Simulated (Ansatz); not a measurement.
InSe (P-6m2), random displacements

Theory: DFT r2SCAN, scalar-relativistic, plane waves, PAW in Ansatz 0.2.0. Settings: plane waves to 500 eV, k-mesh 12×12×2 (Γ-centred), Gaussian smearing 0.05 eV. No spin polarisation. Energies are free energies at this smearing, counted from the undisturbed cell; pressure is positive in compression.

The undisturbed cell (as given, not relaxed at this level):

```
CELL_PARAMETERS angstrom
4.04733 0.00000 0.00000
-2.02366 3.50509 0.00000
0.00000 0.00000 18.05206
ATOMIC_POSITIONS crystal
In 0.00000 0.00000 0.57739
In 0.00000 0.00000 0.42261
In 0.33333 0.66667 0.92261
In 0.33333 0.66667 0.07739
Se 0.66667 0.33333 0.85300
Se 0.66667 0.33333 0.14700
Se 0.33333 0.66667 0.64702
Se 0.33333 0.66667 0.35298
```

The cell holds layers and no dispersion correction was added, so their binding is poorly described.

The atoms are displaced (Å, in the unstrained cell):

```csv
atom,ux,uy,uz
In1,-0.095,-0.540,-0.052
In2,-0.031,0.271,0.057
In3,0.041,-0.495,-0.205
In4,-0.361,0.031,0.153
Se5,-0.141,0.218,0.230
Se6,0.269,0.581,-0.224
Se7,0.303,-0.092,0.098
Se8,0.016,0.025,-0.058
```

Strain (Voigt, engineering shear): (0.0121, -0.0111, 0.0007, 0.0027, -0.0090, -0.0017).

(1) What are the energy change, the stress and the forces?

Answers

(1) ΔE = 1506.8 meV/atom; stress (xx, yy, zz, yz, xz, xy; compression positive) (36.04, 5.39, 11.15, -7.41, -20.90, 9.27) GPa; gap on the mesh 0.26 eV.
| atom | Fx (eV/Å) | Fy | Fz |
| --- | --- | --- | --- |
| In1 | 3.02 | 1.67 | -1.30 |
| In2 | 0.16 | -1.41 | -0.30 |
| In3 | -6.33 | 3.23 | 6.19 |
| In4 | 26.38 | 11.11 | -18.02 |
| Se5 | 6.45 | -2.89 | -5.33 |
| Se6 | -26.49 | -11.44 | 17.16 |
| Se7 | -3.11 | -1.45 | 1.33 |
| Se8 | -0.09 | 1.20 | 0.27 |

Cost: 1 run of about 6.3 core-minutes, on Intel Xeon Platinum 8259CL (Skylake/Cascade Lake) (shared hosts).